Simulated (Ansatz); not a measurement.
**How much do the gradients of Al₂O₃ depend on the method?**

Cell: a computed structure from the Materials Project (it need not be an observed phase), whose atoms a relaxation with PBE at fixed cell left in place.

Space group R-3c:H (No. 167); a = 4.8050, c = 13.1163 Å, γ = 120.00°.

```csv
site,Wyckoff,site symmetry,x,y,z
Al,12c,3.,0.0000,0.0000,0.1479
O,18e,.2,0.0272,0.6667,0.9167
```

One atom of each set is listed; the run and its k-mesh use a cell of 10 atoms with edges of 5.18, 5.18, 5.18 Å.

First run. Computed with Ansatz: DFT, PBE, plane waves and PAW, scalar-relativistic, 420 eV cutoff, Γ-centred 8×8×8 k-points, Fermi–Dirac smearing 0.02 eV.

```csv
site,V_zz (10²¹ V/m²),η
Al,0.54,0.00
O,-4.00,0.52
```

Second run. The same atoms and settings, except that the functional is LDA.

**Question.** Given the first result, estimate the second.

**Answer.** 

| site | V_zz | η | change of V_zz |
| --- | --- | --- | --- |
| Al | 0.55 | 0.00 | +0.01 |
| O | -3.88 | 0.52 | +0.12 |

The largest change of V_zz is on O, from -4.00 to -3.88. In per cent, |V_zz| changes by +2 on Al, -3 on O (all sites that start above 0.5).

For the second run: At this cell the LDA pressure is -12 GPa, so with LDA the cell would shrink if it were relaxed.
